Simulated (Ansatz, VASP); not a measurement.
# YRh in two plane-wave programs, part 2 of 2

One calculation is typed for both programs; each brings its own data sets. How far apart do they land? The cell is taken from a series of runs on this material, whose earlier steps may have relaxed, scaled, displaced or heated it; both programs get it as it stands.

VASP 6.6.1 and Ansatz 0.2.0.

So far: The starting structure; VASP: relaxation of cell and atoms, r2SCAN.

### Step 3. Ansatz: relaxation of cell and atoms, r2SCAN

Level of this step: Ansatz beside VASP: Kohn-Sham DFT, plane waves, r2SCAN (Ansatz).

Ansatz runs on its default PAW (the set named soft_2) files.

The same cell, functional, mesh and smearing now go to Ansatz.

Contents of input.yaml:

```yaml
crystal:
  lattice:
    - [3.407, 0.0, 0.0]
    - [0.0, 3.407, 0.0]
    - [0.0, 0.0, 3.407]
  atoms:
    - { symbol: "Y", position: [0.5, 0.5, 0.5] }
    - { symbol: Rh, position: [0.0, 0.0, 0.0] }
kpoints:
  mp_grid: { grid: [10, 10, 10] }
hamiltonian:
  xc: r2scan
scf:
  occupations: { method: gaussian, width: 0.1 }
output:
  forces: true
  stress: true
  eigenvalues: true
  write_density: true
  write_potential: true
  elf: true
  volumetric_format: npy
basis:
  ecutwfc: 520.0
relax:
  adjacent_minimum: "off"
  f_tol: 0.005
  max_steps: 60
  cell: { stress_tol: 0.03 }
```

Run with:

```sh
ansatz run input.yaml --threads 4 --pin off --max-ram 8192MiB --backend cpu --events-out ev --progress --plain --runs-dir out
```

Numbers of over 12 decimals in the logs are rounded to 6 here.

The log of the run:

```text
Engine: ansatz 0.2.0, aarch64-unknown-linux-gnu
Pseudopotentials: kind: paw
Pseudopotential: Y, paw, valence charge 11, recommended cutoff 500 eV (meta_gga), Y.paw.azcp
Pseudopotential: Rh, paw, valence charge 17, recommended cutoff 500 eV (meta_gga), Rh.paw.azcp
Functional definition: r2SCAN
  parameter k0 = 0.174
  parameter k1 = 0.065
  parameter a1 = 4.9479
  exchange = r2scan_x(k0 = k0, k1 = k1, a1 = a1)
  correlation = r2scan_c
Crystal: 2 atoms, lattice volume = 39.547 Å³
Basis set: ecut = 520 eV, 1045 PW (Γ), exchange–correlation on 108×108×108 points (64 copies of the dense FFT grid, shifted against one another)
Bands: 18, of which v1, the nominal top of the filled ones, is band 14 counted from 1 (13 counted from 0)
Symmetry: 48 space group operations
Space group: Pm-3m (ITA 221), of the structure as read, at distance tolerance 3.4e-5 Å
k-points: 56 of 1000
Non-local potential: Y, projectors of the file, l = 0: 3, l = 1: 2, l = 2: 2, l = 3: 1
Non-local potential: Rh, projectors of the file, l = 0: 3, l = 1: 2, l = 2: 2, l = 3: 1
PAW form: soft (Blöchl's): semilocal exchange-correlation on the pseudo side does not see the compensation charge
PAW frozen core: Y, regenerated for the run's functional (the file was generated under x = pbe(κ = 0.804, μ = 0.219515), c = pbe(β = 0.066725))
PAW frozen core: Rh, regenerated for the run's functional (the file was generated under x = pbe(κ = 0.804, μ = 0.219515), c = pbe(β = 0.066725))
PAW one-centre angular grid: Y, 590 points (default); XC on 160 Gauss nodes
PAW one-centre angular grid: Rh, 590 points (default); XC on 160 Gauss nodes
Initial density: superposition of atomic densities (neutral atoms: chi_scale 0, normalization atom), corrected by the library's trained network
Initial wavefunctions: pseudopotential atomic-orbital guess
Functional: x = r2scan, c = r2scan; τ floored in thin density (d = 2e-4 eV/Å³)
SCF iter   1: F=—  HF=-10276.711156 eV  |F-HF|=—  |Δ(HF+E_count)|=         —  Δρ=1.04e-2  dr2=7.29e-2  dr2_τ=1.44e-2  ethr=1.77e-3  ⟨swp⟩=4.5  Hψ=4168  notcnv=0
preconditioner: auto → none  [metal: Δε(μ)=0.032 eV  Ē_g=12.101 eV  σ=0.100 eV  W_gap=0.18  n_scr=6 (ndim 8)  ℏωp=25.1 eV  f_vac=0.000  D(μ)=1.57/eV (n_scr^D=18)  sad-step TF]
SCF iter   2: F=—  HF=-10276.755010 eV  |F-HF|=—  |Δ(HF+E_count)|=   4.39e-2  Δρ=6.15e-3  dr2=9.97e-3  dr2_τ=2.23e-3  ethr=2.60e-4  ⟨swp⟩=2.7  Hψ=1915  notcnv=0
SCF iter   3: F=—  HF=-10276.754585 eV  |F-HF|=—  |Δ(HF+E_count)|=   4.25e-4  Δρ=1.86e-3  dr2=1.26e-3  dr2_τ=1.64e-4  ethr=3.56e-5  ⟨swp⟩=2.7  Hψ=1839  notcnv=0
SCF iter   4: F=—  HF=-10276.754791 eV  |F-HF|=—  |Δ(HF+E_count)|=   2.06e-4  Δρ=9.44e-4  dr2=3.66e-4  dr2_τ=2.37e-5  ethr=4.49e-6  ⟨swp⟩=2.1  Hψ=1269  notcnv=0
SCF iter   5: F=—  HF=-10276.754776 eV  |F-HF|=—  |Δ(HF+E_count)|=   1.53e-5  Δρ=1.72e-4  dr2=7.01e-6  dr2_τ=7.23e-7  ethr=1.31e-6  ⟨swp⟩=2.1  Hψ=1184  notcnv=0
SCF iter   6: F=—  HF=-10276.754782 eV  |F-HF|=—  |Δ(HF+E_count)|=   6.15e-6  Δρ=3.98e-5  dr2=3.99e-7  dr2_τ=1.55e-8  ethr=2.50e-8  ⟨swp⟩=2.5  Hψ=1590  notcnv=0
SCF iter   7: F=-10276.754782 eV  HF=-10276.754782 eV  |F-HF|=4.88e-9  |Δ(HF+E_count)|=   4.26e-7  Δρ=5.94e-6  dr2=2.21e-8  dr2_τ=7.23e-10  ethr=3.57e-10  ⟨swp⟩=9.1  Hψ=6926  notcnv=0
SCF 1 converged in 7 iterations: F = -10276.754782 eV  dr2 = 2.21e-8
  greatest PAW one-centre occupation: 1.000 electrons in one spin orbital (limit 2), on the Rh atom at site 1 (counted from 0), in its partial waves of l = 1
relax step   1: F+E_penalty+E_count = -10276.75478236 eV  Δ(F+E_penalty+E_count) = +0.000e0 eV  max|allowed force component| = 1.841e-30 eV/Å  Δτ_max = 0.0000 Å  P = +0.861 GPa  Ω = 39.547 Å³  (7 SCF iters, dr2 threshold 1.00e-7 eV, accepted)
[...]
relax step   2: F+E_penalty+E_count = -10276.75349881 eV  Δ(F+E_penalty+E_count) = +1.284e-3 eV  max|allowed force component| = 2.169e-30 eV/Å  Δτ_max = 0.0000 Å  P = -1.308 GPa  Ω = 40.293 Å³  energy of the carried Pulay correction = -1.597e-4 eV  (8 SCF iters, dr2 threshold 2.00e-7 eV, rejected (line search))
[...]
relax step   3: F+E_penalty+E_count = -10276.75548603 eV  Δ(F+E_penalty+E_count) = -7.037e-4 eV  max|allowed force component| = 8.940e-30 eV/Å  Δτ_max = 0.0000 Å  P = -0.016 GPa  Ω = 39.840 Å³  energy of the carried Pulay correction = -6.305e-5 eV  (10 SCF iters, accepted)
[...]
relax step   4: F+E_penalty+E_count = -10276.75554818 eV  Δ(F+E_penalty+E_count) = -6.215e-5 eV  max|allowed force component| = 1.131e-29 eV/Å  Δτ_max = 0.0000 Å  P = -0.016 GPa  Ω = 39.840 Å³  stress off target by 1.60e-2 GPa  SCF on the basis re-selected at this cell (its energy is not comparable with the rows above)  (7 SCF iters)
basis re-selected at this cell: Δ(F+E_penalty+E_count) = -6.215e-5 eV, ΔP = +0.000 GPa vs the last step (what re-selecting the basis moved, of the pressure what is left beyond the Pulay correction that the steps carried, after the strain that the cell walked since its last selection, with what the two solves' SCF thresholds leave and, on support functions, any second-order correction that the steps lacked; it is no m [...]
SCF converged after 7 iterations
Free energy (F): -10276.755548 eV
Harris-Foulkes:  -10276.755548 eV  (|F-HF|=0.00e0)
Internal energy: -10276.748243 eV  (E = F + TS)
E sigma→0 (E₀):  -10276.751895 eV
Entropy (-TS):   -0.007306 eV (-3.653 meV/atom)
Fermi energy:    15.535058 eV
--- Per-component energies (eV) ---
  E_band       = -266.763556
  E_kinetic    = 881.616845
  E_local      = -2570.626286  (includes V_loc(G=0)·N_el)
  E_nonlocal   = 407.664932
  E_hartree    = 922.959129
  E_xc         = -385.948736
  E_vxc        = -538.389638  (∫ρ·V_xc dr)
  E_paw        = -6447.353433  (= ΣΔE_a)
  E_vpaw       = -326.851238  (= ΣTr[D̂ρ^β])
  E_aug_tail   = 0.000436  (compensation charges beyond the density's cutoff)
  E_vtau       = 33.903201  (kinetic-family band-sum trace: ∫τ·v_τ [+ j·A + Jᵃ·Aᵃ] dr)
  E_ewald      = -3084.537217
  E_core_change = -0.523913  (= ΣΔE_core)
  E_smearing   = -0.007306  (= −TS)
  E_closure    = -0.000000  (closes the sum)
  Σ components = -10276.755548   (vs F -10276.755548, Δ=0.00e0)
--- Forces (eV/Å), atoms counted from 1 ---
  atom   1  Y      0.00000000     0.00000000    -0.00000000
  atom   2  Rh    -0.00000000    -0.00000000     0.00000000
  max |Σ_I F_I| component: 1.95e-29 eV/Å
--- Stress (GPa, compression-positive) ---
       -0.015976       0.000000       0.000000
        0.000000      -0.015976       0.000000
        0.000000       0.000000      -0.015976
  P = ⅓ Tr σ = -0.0160 GPa (-0.160 kbar)
--- Band table (eV; the first three rows and the last of 56) ---
  k-point 0: bands = [... 10 lower, 11.4891, 13.7110, 13.7110, 13.7110, 17.9866, 17.9866, 21.6939, 21.6939]
  k-point 1: bands = [... 10 lower, 11.6172, 13.6891, 13.6891, 13.7397, 17.8284, 18.0310, 20.9151, 20.9151]
  k-point 2: bands = [... 10 lower, 11.9590, 13.6365, 13.6365, 13.8168, 17.4034, 18.0155, 19.7801, 19.7801]
  k-point 55: bands = [... 10 lower, 12.8930, 14.4787, 14.4787, 14.4787, 14.8913, 14.8913, 20.7632, 22.6282]
--- Relaxed structure (3 steps of the walk, 2 accepted, 1 SCFs on fresh bases) ---
  F+E_penalty+E_count = -10276.75554818 eV   max|allowed force component| = 1.131e-29 eV/Å   (the final SCF, on the basis selected at the relaxed cell)
  cell:  # Å, volume = 39.8401 Å³
    - [3.415389, 0, 0.0]
    - [0, 3.415389, 0.0]
    - [0.0, 0.0, 3.415389]
  atoms:
    - { symbol: Y, position: [0.500000, 0.500000, 0.500000] }
    - { symbol: Rh, position: [0, 0, 0] }
```

### Step 4. Side by side

Known differences besides the potentials themselves: VASP keeps PBE cores, Ansatz makes them for the functional; the data sets hold 28 valence electrons in Ansatz (on its default PAW (the set named soft_2) files) and 26 in VASP; the cutoff is 520 eV in Ansatz and 550 eV in VASP; Ansatz adds a Pulay correction to the stress that steers its cell, VASP none. Total energies have different zeros and are not compared.

Both answers:

| quantity | Ansatz | VASP | difference |
| --- | --- | --- | --- |
| volume (Å³) | 39.84 | 39.89 | -0.13 % |
| edge a after relaxation, in the typed setting (Å) | 3.415 | 3.417 | -0.04 % |

### Step 5. Results

- difference in volume (relaxation of cell and atoms, r2SCAN): -0.13 %

**Reading.** The difference in volume is -0.13 % (relaxation of cell and atoms, r2SCAN), within the 1.2 % picked in this series as the mark of a large difference, as far as the stopping tolerances let one tell. The data sets hold unlike numbers of valence electrons (28 in Ansatz and 26 in VASP), so part of the differences comes from the potentials. How closely two codes agree says nothing of how well the functional describes the real material.

[Lines on the potential files, build, host, timing and source positions are cut from VASP's logs without a mark.]

[Logs are printed without paths, hosts, clocks, repeated set-up lines and the standing remarks that a program may print on its own settings, such as how far it seeks lower states.]

[Hosts, paths, dates, database ids (printed as entryN), source tags and the programs' standing remarks are cut or masked in the printed files.]
